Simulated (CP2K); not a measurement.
Runs of CP2K 2026.2 on Si2W. The structure is tetragonal, space group I4/mmm (No. 139). Conventional cell: a = 3.214 Å, b = 3.214 Å, c = 7.830 Å, α = 90.00°, β = 90.00°, γ = 90.00°. W (site symmetry 4/mmm) is surrounded by 10 Si at 2.62 Å. Si (site symmetry 4mm) is surrounded by 5 Si at 2.59 to 2.63 Å and 5 W at 2.62 Å. 

```tsv
level	cutoff of the non-local correlation (Ry)	gap on the mesh (eV)	pressure (GPa)	largest force (eV/Å)
optB88-vdW	150 Ry	none	5.4	-
LDA	-	none	(a)	0.02
OLYP	-	none	-3.7	0.04
PBEsol	-	none	(b)	0.03
HLE17	-	none	-23.9	0.22
```

Alike in all rows: task band structure; potentials or basis POTENTIAL_UZH W GTH-PBE-q14, Si GTH-PBE-q4; TZVP-MOLOPT-PBE-GTH basis; no spin polarisation; cell as given; k mesh 12 × 12 × 12; smearing fermi-dirac 0.05 eV.

Q: Estimate the missing entries.

A: (a) -1.3; (b) -0.4.

Caveats: the potentials were made for another functional, which shifts forces and pressure; spin-orbit coupling is left out, which moves the levels of the heavy elements; the basis of atomic orbitals isn't converged, which shifts pressures, moduli and gaps; the potentials were made for a functional far from this one (some runs).

A k mesh can miss the band edges, and the runs leave out spin-orbit coupling on W.

A gap of «none» marks a metal or a gap under the smearing width.

Runs at the PBE level aren't shown here.
